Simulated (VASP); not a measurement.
Set up this calculation in VASP 6.6.1, as the native input.

* Task: single point
* Functional: optB86b-vdW
* Potentials or basis: VASP PAW PBE potentials, release 64 (Mo_sv, S)
* Cutoff: 520 eV
* k mesh: 8 × 8 × 2
* Occupations: fermi-dirac, width 0.05 eV
* Spin: no spin polarisation
* Further INCAR settings: ALGO = Normal; EDIFF = 1e-07; NBANDS = 35

The structure of MoS2 lies in POSCAR:

```
MoS2
1.0
    3.1610000000      0.0000000000      0.0000000000
   -1.5805000000      2.7375063014      0.0000000000
    0.0000000000      0.0000000000     12.9097500000
Mo S
2 4
Direct
    0.3333333333      0.6666666667      0.2500000000
    0.6666666667      0.3333333333      0.7500000000
    0.6666666667      0.3333333333      0.3712262050
    0.6666666667      0.3333333333      0.1287737950
    0.3333333333      0.6666666667      0.8712262050
    0.3333333333      0.6666666667      0.6287737950
```

The cell was built by a generator and needn't be a form met in nature.

These files were run (other wordings do the same):

INCAR

```
SYSTEM = MoS2
AGGAC = 0.0 ; ALGO = Normal
EDIFF = 1E-7 ; ENCUT = 520
GGA = MK ; ISIF = 2
ISMEAR = -1 ; LASPH = .True.
LCHARG = .False. ; LREAL = .False.
LUSE_VDW = .True. ; LWAVE = .False.
NBANDS = 35 ; NELM = 80
PARAM1 = 0.1234 ; PARAM2 = 1.0
PREC = Accurate ; SIGMA = 0.05
```

KPOINTS

```
k-points
0
Gamma
  8 8 2
  0 0 0
```

Potentials or basis: VASP PAW PBE potentials, release 64 (Mo_sv, S).

The run is started by

```bash
$ cat potpaw_PBE.64/Mo_sv/POTCAR potpaw_PBE.64/S/POTCAR > POTCAR
$ mpirun -np 1 vasp_std > vasp.out
```

Results of the run:

```
Pressure               : 0.5 GPa
Largest force          : 0.169 eV/Å
Band gap on the k mesh : 1.21 eV, indirect (least direct gap 1.99 eV)
```

Caveat: the PAW data sets were made with another functional, which shifts forces and pressure a little.

Run time: 4.6 min on 1 thread of Intel(R) Xeon(R) Platinum 8375C CPU @ 2.90GHz (Ice Lake), with other jobs on the host, peak memory 0.54 GiB.
